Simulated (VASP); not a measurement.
# NaI (Fm-3m) in VASP: further runs, part 3 of 3

VASP 6.6.1. Earlier steps stand in the parts before.

## (5) Relaxation of cell and atoms, PBEsol

Input file INCAR:

```
SYSTEM = NaI
PREC = Accurate ; ENCUT = 600
EDIFF = 1E-6 ; ISMEAR = 0
SIGMA = 0.03 ; LREAL = .FALSE.
LASPH = .TRUE. ; NELM = 80
ALGO = Normal ; ISIF = 3
LWAVE = .FALSE. ; LCHARG = .FALSE.
GGA = PS ; IBRION = 2
NSW = 90 ; EDIFFG = -0.01
```

Input file KPOINTS:

```
Automatic mesh
0
G
  8 8 8
  0 0 0
```

Input file POSCAR:

```
NaI
1.0
    0.0000000000      3.2364000000      3.2364000000
    3.2364000000      0.0000000000      3.2364000000
    3.2364000000      3.2364000000      0.0000000000
Na I
1 1
Direct
    0.0000000000      0.0000000000      0.0000000000
    0.5000000000      0.5000000000      0.5000000000
```

Potentials or basis: VASP PAW PBE potentials, release 64 (Na_pv, I).

Command:

```console
> cat potpaw_PBE.64/Na_pv/POTCAR potpaw_PBE.64/I/POTCAR > POTCAR
> mpirun -np 1 vasp_std > vasp.out
```

OUTCAR:

```text
SYSTEM = NaI
   PREC = Accurate
   ENCUT = 600
   EDIFF = 1E-6
   ISMEAR = 0
   LREAL = .FALSE.
   LASPH = .TRUE.
   NELM = 80
   ISIF = 3
   GGA = PS
   IBRION = 2
   NSW = 90
   EDIFFG = -0.01

 ion  position               nearest neighbor table
   1  0.000  0.000  0.000-
   2  0.500  0.500  0.500-

  LATTYP: Found a face centered cubic cell.
 ALAT       =     6.4728000000

  Lattice vectors:

 A1 = (   0.0000000000,   3.2364000000,   3.2364000000)
 A2 = (   3.2364000000,   0.0000000000,   3.2364000000)
 A3 = (   3.2364000000,   3.2364000000,   0.0000000000)

Analysis of symmetry for initial positions (statically):
=====================================================================
 Subroutine PRICEL returns:
 Original cell was already a primitive cell.

 Routine SETGRP: Setting up the symmetry group for a
 face centered cubic supercell.

 Subroutine GETGRP returns: Found 48 space group operations
 (whereof 48 operations were pure point group operations)
 out of a pool of 48 trial point group operations.

The static configuration has the point symmetry O_h .

Analysis of symmetry for dynamics (positions and initial velocities):
=====================================================================
 Subroutine PRICEL returns:
 Original cell was already a primitive cell.

 Routine SETGRP: Setting up the symmetry group for a
 face centered cubic supercell.

 Subroutine GETGRP returns: Found 48 space group operations
 (whereof 48 operations were pure point group operations)
 out of a pool of 48 trial point group operations.

The dynamic configuration has the point symmetry O_h .

 Subroutine INISYM returns: Found 48 space group operations
 (whereof 48 operations are pure point group operations),
 and found     1 'primitive' translations

----------------------------------------------------------------------------------------

[... 133 lines left out ...]

 number of electron      13.9999994 magnetization

 Free energy of the ion-electron system (eV)
  ---------------------------------------------------
  ext. energy  EPLUGINS =         0.00000000
  ---------------------------------------------------
  free energy    TOTEN  =        -5.66693821 eV

  energy without entropy =       -5.66693821  energy(sigma->0) =       -5.66693821

------------------------ aborting loop because EDIFF is reached ----------------------------------------

  FORCE on cell =-STRESS in cart. coord.  units (eV):
  Direction    XX          YY          ZZ          XY          YZ          ZX
  --------------------------------------------------------------------------------------
  -------------------------------------------------------------------------------------
  Total       -0.2042847     -0.2042847     -0.2042847      0.0000000      0.0000000      0.0000000
  in kB       -4.8275842     -4.8275842     -4.8275842      0.0000000      0.0000000      0.0000000
  external PRESSURE =      -4.8275842 kB  Pullay stress =       0.0000000 kB
[... 59 lines left out ...]
--------------------------------------- Ionic step        3  -------------------------------------------

 number of electron      14.0000002 magnetization

 Free energy of the ion-electron system (eV)
  ---------------------------------------------------
  ext. energy  EPLUGINS =         0.00000000
  ---------------------------------------------------
  free energy    TOTEN  =        -5.67013563 eV

  energy without entropy =       -5.67013563  energy(sigma->0) =       -5.67013563

 E-fermi :   1.0493     XC(G=0):  -7.9623

 val. band max:        0.9193836661   @ k =   0.0000   0.0000   0.0000
 cond. band min:       4.4990122805   @ k =   0.0000   0.0000   0.0000
 fundamental gap:      3.5796286144
 Fermi energy:         1.0493290499

 k-point     1 :       0.0000    0.0000    0.0000
  band No.  band energies     occupation
      1     -21.2953      2.00000
      2     -21.2953      2.00000
      3     -21.2953      2.00000
      4     -10.2135      2.00000
      5       0.9194      2.00000
      6       0.9194      2.00000
      7       0.9194      2.00000
      8       4.4990      0.00000
      9       8.7639      0.00000
     10       8.7639      0.00000
     11       8.7639      0.00000
[... 309 lines left out ...]
 k-point    24 :      -0.3750    0.2500    0.1250
  band No.  band energies     occupation
      1     -21.3006      2.00000
      2     -21.2972      2.00000
      3     -21.2963      2.00000
      4      -9.8223      2.00000
      5      -1.1156      2.00000
      6      -0.0643      2.00000
      7       0.3962      2.00000
      8       6.9569      0.00000
      9       7.2077      0.00000
     10       9.1740      0.00000
     11       9.1908      0.00000

 [... further k-points ...]

------------------------ aborting loop because EDIFF is reached ----------------------------------------

  FORCE on cell =-STRESS in cart. coord.  units (eV):
  Direction    XX          YY          ZZ          XY          YZ          ZX
  --------------------------------------------------------------------------------------
  -------------------------------------------------------------------------------------
  Total       -0.0123186     -0.0123186     -0.0123186      0.0000000     -0.0000000      0.0000000
  in kB       -0.2995702     -0.2995702     -0.2995702      0.0000000     -0.0000000      0.0000000
  external PRESSURE =      -0.2995702 kB  Pullay stress =       0.0000000 kB
[... 17 lines left out ...]
  FREE ENERGIE OF THE ION-ELECTRON SYSTEM (eV)
  ---------------------------------------------------
  free  energy   TOTEN  =        -5.6701356320 eV

  energy  without entropy=       -5.6701356320  energy(sigma->0) =       -5.67013563

 reached required accuracy - stopping structural energy minimisation
```

OSZICAR:

```text
N       E                     dE             d eps       ncg     rms          rms(c)
DAV:   1     0.787504173078E+02    0.78750E+02   -0.71274E+03   638   0.123E+03
DAV:   2     0.162093199141E+01   -0.77129E+02   -0.72010E+02   688   0.240E+02
DAV:   3    -0.549704533531E+01   -0.71180E+01   -0.70652E+01   776   0.733E+01
[... 25 lines left out ...]
DAV:   5    -0.567016960984E+01    0.82867E-04   -0.89829E-06   707   0.385E-02    0.338E-02
DAV:   6    -0.567013581586E+01    0.33794E-04   -0.47683E-05   713   0.911E-02    0.694E-02
DAV:   7    -0.567013758588E+01   -0.17700E-05   -0.16285E-06   638   0.102E-02    0.135E-01
DAV:   8    -0.567013532582E+01    0.22601E-05   -0.19311E-06   638   0.898E-03    0.430E-02
DAV:   9    -0.567013563203E+01   -0.30622E-06   -0.39584E-07   319   0.501E-03
   3 F= -.56701356E+01 E0= -.56701356E+01  d E =-.319742E-02
```

CONTCAR:

```text
NaI
   1.00000000000000
    -0.0000000000000000    3.2056390984368135    3.2056390984368135
     3.2056390984368135    0.0000000000000000    3.2056390984368135
     3.2056390984368135    3.2056390984368135    0.0000000000000000
  Na              I
     1     1
Direct
     0.0000000000000000    0.0000000000000000    0.0000000000000000
     0.5000000000000000    0.5000000000000000    0.5000000000000000

  0.00000000E+00  0.00000000E+00  0.00000000E+00
  0.00000000E+00  0.00000000E+00  0.00000000E+00
```

Wall time 44 s (1 thread of AMD EPYC 9R45 (Zen 5), shared host); peak memory 0.22 GiB.

What came out:

- Free energy: -5.6701 eV
- Relaxed volume: 32.94 Å³/atom
- Relaxed cell: a = 4.533 Å, b = 4.533 Å, c = 4.533 Å, α = 60.00°, β = 60.00°, γ = 60.00°
- Space group after relaxing (to 0.05 Å): Fm-3m (No. 225)
- Energy gained by relaxing: 1.6 meV/atom
- Ionic steps: 3
- Pressure after relaxing: 0.0 GPa
- Band gap on the k mesh: 3.58 eV, direct

Step by step:
| step | energy change (eV) | largest force (eV/Å) | pressure (GPa) | volume (Å³) |
| --- | --- | --- | --- | --- |
| 1 | 0.0000 | 0.0000 | -0.48 | 67.80 |
| 2 | -0.0023 | 0.0000 | -0.26 | 66.80 |
| 3 | -0.0032 | 0.0000 | -0.03 | 65.88 |

Final structure:
```
Na I
1.0
     0.00000    3.20564    3.20564
     3.20564    0.00000    3.20564
     3.20564    3.20564    0.00000
Na I
1 1
Cartesian
  0.0000 0.0000 0.0000
  3.2056 3.2056 3.2056
```

Caveat: the PAW data sets were made with another functional, which shifts forces and pressure a little; spin-orbit coupling is left out, which moves the levels of the heavy elements. A hybrid or GW would open this gap; PBEsol tends to underestimate it.

## (6) Relaxation of cell and atoms, PBEsol

This run uses another cell than the first one, of 32.94 Å³/atom, 0.972 times its volume.

Input file INCAR:

```
SYSTEM = NaI
PREC = Accurate ; ENCUT = 600
EDIFF = 1E-7 ; ISMEAR = 0
SIGMA = 0.03 ; LREAL = .FALSE.
LASPH = .TRUE. ; NELM = 80
ALGO = Normal ; ISIF = 3
LWAVE = .FALSE. ; LCHARG = .FALSE.
GGA = PS ; IBRION = 2
NSW = 90 ; EDIFFG = -0.005
```

KPOINTS is that of step 5.

Input file POSCAR:

```
NaI                                     
1.0
   -0.0000000000      3.2056390984      3.2056390984
    3.2056390984      0.0000000000      3.2056390984
    3.2056390984      3.2056390984      0.0000000000
  Na              I             
     1     1
Direct
     0.0000000000000000    0.0000000000000000    0.0000000000000000
     0.5000000000000000    0.5000000000000000    0.5000000000000000
```

Potentials or basis: VASP PAW PBE potentials, release 64 (Na_pv, I).

Command:

```console
> cat potpaw_PBE.64/Na_pv/POTCAR potpaw_PBE.64/I/POTCAR > POTCAR
> mpirun -np 1 vasp_std > vasp.out
```

It took 23 s on 1 thread of AMD EPYC 9R45 (Zen 5), shared host; peak memory 0.19 GiB.

Results (log left out):

```
Free energy                            : -5.6700 eV
Relaxed volume                         : 32.91 Å³/atom
Relaxed cell                           : a = 4.532 Å, b = 4.532 Å, c = 4.532 Å, α = 60.00°, β = 60.00°, γ = 60.00°
Space group after relaxing (to 0.05 Å) : Fm-3m (No. 225)
Energy gained by relaxing              : 0.0 meV/atom
Ionic steps                            : 2
Pressure after relaxing                : 0.0 GPa
Band gap on the k mesh                 : 3.58 eV, direct
```

Final structure:
```xyz
2
Lattice="0.0000 3.2046 3.2046 3.2046 0.0000 3.2046 3.2046 3.2046 0.0000" Properties=species:S:1:pos:R:3 pbc="T T T"
Na    3.2046    3.2046    6.4091
I     3.2046    3.2046    3.2046
```

Levels at points of the mesh, in eV from the valence-band top:
```tsv
k point	band 4	band 5	band 6	band 7	band 8	band 9	band 10	band 11
(0.00, 0.00, 0.00)	-11.14	0.00	0.00	0.00	3.58	7.84	7.84	7.84
(0.50, 0.00, 0.00)	-10.79	-2.33	-0.30	-0.30	4.95	7.40	7.40	8.91
(0.50, 0.50, 0.00)	-10.71	-2.04	-0.80	-0.80	4.46	5.37	9.90	11.37
```

Caveat: the PAW data sets were made with another functional, which shifts forces and pressure a little; spin-orbit coupling is left out, which moves the levels of the heavy elements. A hybrid or GW would open this gap; PBEsol tends to underestimate it.

## (7) The runs side by side

| task | cell | gap on the mesh (eV) | pressure (GPa) |
| --- | --- | --- | --- |
| relaxation of the atoms | atoms relaxed from: a relaxed cell with its volume scaled by 1.02 | 3.53 | -0.3 |
| relaxation of the atoms | atoms relaxed from: a relaxed cell with its volume scaled by 1.04 | 3.48 | -0.6 |
| relaxation of the atoms | atoms relaxed from: a relaxed cell with its volume scaled by 1.06 | 3.44 | -0.9 |
| relaxation of cell and atoms | relaxed | 3.58 | 0.0 |

Alike in all rows: level PBEsol; potentials or basis VASP PAW PBE potentials, release 64 (Na_pv, I); no spin polarisation; k mesh 8 × 8 × 8; cutoff (eV) 600; smearing gaussian 0.03 eV.

Caveats: the PAW data sets were made with another functional, which shifts forces and pressure a little; spin-orbit coupling is left out, which moves the levels of the heavy elements; the relaxation stopped at its first step, so nothing moved (some runs).

Total energies depend on the potentials used, so only differences within one code and one set of settings carry meaning.
